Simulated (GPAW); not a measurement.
Runs of GPAW 26.7.0 on MnSb. The structure is cubic, space group Fm-3m (No. 225). Conventional cell: a = 5.590 Å, b = 5.590 Å, c = 5.590 Å, α = 90.00°, β = 90.00°, γ = 90.00°. Sb (site symmetry m-3m) is surrounded by 6 Mn at 2.80 Å. Around Mn (site symmetry m-3m) lie 6 Sb at 2.80 Å. The cell comes from a database or a generator and needn't be the stable form of this composition.

```tsv
level	potentials or basis	U	cell	smearing	gap on the mesh (eV)	pressure (GPa)	moment (μB)
LDA+U	the program's PAW data sets (release 1.2.1) made for this functional, pw	Mn d U = 4 eV	as given	improved-tetrahedron-method	none	(b)	(a)
PBEsol	PAW data sets generated in the run's folder for this functional, pw	-	the cell as VASP's run set it	gaussian 0.02 eV	none	-4.3	3.86
LDA	the program's PAW data sets (release 1.2.1) made for this functional, pw	-	as given	gaussian 0.02 eV	none	-7.9	3.74
PBEsol	PAW data sets generated in the run's folder for this functional, pw	-	as given	gaussian 0.02 eV	none	-4.3	3.86
PBEsol	PAW data sets generated in the run's folder for this functional, pw	-	as given	gaussian 0.1 eV	none	-4.4	3.83
```

Alike in all rows: task single point; spin collinear, ferromagnetic start; k mesh 8 × 8 × 8; cutoff (eV) 600.

Fill in the values left out.

(a) 4.13; (b) 0.8.

Caveats: a cell with one magnetic atom can't hold antiferromagnetic order, which such compounds often take; the U is typed as a test and isn't derived for this compound (some runs).

A k mesh can miss the band edges, and the runs leave out spin-orbit coupling on Sb.

A gap of «none» marks a metal or a gap under the smearing width.

Not every run made on this cell is shown here.
